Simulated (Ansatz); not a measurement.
## AlNi3 under changes of volume

One of the cells (10.932 Å³/atom); the others are scaled copies at fixed shape and fractional positions:

```xyz
4
Lattice="3.5231 0.0000 0.0000 0.0000 3.5231 0.0000 0.0000 0.0000 3.5231" Properties=species:S:1:pos:R:3 pbc="T T T"
Ni    1.7615    1.7615    0.0000
Ni    1.7615    0.0000    1.7615
Ni    0.0000    1.7615    1.7615
Al    0.0000    0.0000    0.0000
```

The cell is a database's computed one.

* Program: Ansatz 0.2.0
* Functional: r2SCAN
* Potentials or basis: Ansatz PAW
* Cutoff: 500 eV (not typed: the program's choice for these potentials)
* k mesh: 8 × 8 × 8
* Occupations: fermi-dirac, width 0.05 eV
* Spin: collinear spin, ferromagnetic start
* Starting moments: [1.0, 1.0, 1.0, 0.0] μB

```tsv
volume (Å³/atom)	energy over the lowest point (meV/atom)	pressure (GPa)	moment (μB per cell)
10.276	30.16	15.1	0.84
10.495	13.36	9.7	0.85
10.713	3.56	4.8	0.86
10.932	0.00	0.5	0.87
11.151	2.02	-3.4	0.88
11.369	9.04	-6.8	0.89
11.588	?	?	?
```

Task: What does the run at 11.588 Å³/atom give?

Result: Energy over the lowest point 20.53 meV/atom; pressure -9.9 GPa; moment 0.90 μB per cell.

Worked out: A Birch-Murnaghan fit of order 3 (a polynomial in V^(-2/3)) to the other rows has its minimum at 10.96 Å³/atom with B0 = V·E''(V) = 203 GPa and B' = 4.5. It gives 20.58 meV/atom at 11.588 Å³/atom, against the run's 20.53, and -dE/dV = -10.0 GPa, against -9.9. A straight line through the other rows of the moment, of slope 0.0457 μB per Å³/atom, extrapolates to 0.90 μB, against the run's 0.90.

Energies are extrapolated to zero smearing.

Caveats: the magnetic or orbital state may not be the lowest; the PAW data sets come from PBE, with cores solved anew for the run's functional, which leaves a small shift of forces and pressure.
